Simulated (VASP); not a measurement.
Write the native input for VASP 6.6.1 that does the following.

```
Task                               : single point
Functional                         : HSE06
Potentials or basis                : VASP PAW PBE potentials, release 64 (Hg, Te)
Cutoff                             : 520 eV
k mesh                             : 4 × 4 × 4
Occupations                        : fermi-dirac, width 0.02 eV
Spin                               : no spin polarisation
Dipole correction                  : no
Exchange at q = 0                  : truncated
Grid for exact exchange (PRECFOCK) : Normal
Screening parameter                : 0.2079 1/A
Further INCAR settings             : ALGO = Normal; EDIFF = 1e-06; NBANDS = 16
```

The system is HgTe.

```
Hg Te
1.0
     0.00000    3.02040    3.02040
     3.02040    0.00000    3.02040
     3.02040    3.02040    0.00000
Hg Te
1 1
Cartesian
  0.0000 0.0000 0.0000
  3.0204 3.0204 3.0204
```

Measurements of this composition are mostly on another form, of space group No. 216.

One way to write it, as run:

POSCAR

```
HgTe
1.0
    0.0000000000      3.0204014048      3.0204014048
    3.0204014048      0.0000000000      3.0204014048
    3.0204014048      3.0204014048      0.0000000000
Hg Te
1 1
Direct
    0.0000000000      0.0000000000      0.0000000000
    0.5000000000      0.5000000000      0.5000000000
```

INCAR.step1

```
SYSTEM = HgTe
  PREC = Accurate
  ENCUT = 520
  EDIFF = 1E-5
  ISMEAR = -1
  SIGMA = 0.02
  LREAL = .False.
  LASPH = .True.
  NELM = 60
  ALGO = Normal
  ISIF = 2
  LWAVE = .True.
  GGA = PE
  NBANDS = 16
```

INCAR.step2

```
SYSTEM = HgTe
  PREC = Accurate
  ENCUT = 520
  EDIFF = 1E-6
  ISMEAR = -1
  SIGMA = 0.02
  LREAL = .False.
  LASPH = .True.
  NELM = 60
  ALGO = Normal
  ISIF = 2
  LWAVE = .False.
  LCHARG = .True.
  GGA = PE
  LHFCALC = .True.
  HFSCREEN = 0.2079
  PRECFOCK = Normal
  LELF = .True.
  LVHAR = .True.
  ISTART = 1
  NBANDS = 16
```

KPOINTS

```
Automatic mesh
0
Gamma
  4 4 4
  0 0 0
```

Potentials or basis: VASP PAW PBE potentials, release 64 (Hg, Te).

Command:

```bash
$ cat potpaw_PBE.64/Hg/POTCAR potpaw_PBE.64/Te/POTCAR > POTCAR
$ cp INCAR.step1 INCAR
$ mpirun -np 1 vasp_std > vasp.out
$ cp INCAR.step2 INCAR
$ mpirun -np 1 vasp_std > vasp.out
```

Results of the run:

```json
{"Pressure": "2.3 GPa", "Band gap on the k mesh": "none (metal or under the smearing width)"}
```

Caveat: the k mesh is coarse (spacing up to 0.45 Å⁻¹), so the values aren't converged, least of all with exact exchange; the PAW data sets were made with another functional, which shifts forces and pressure a little.

It took 5 min on 1 thread of Intel(R) Xeon(R) 6975P-C (Granite Rapids), on a shared host, peak memory 0.29 GiB.
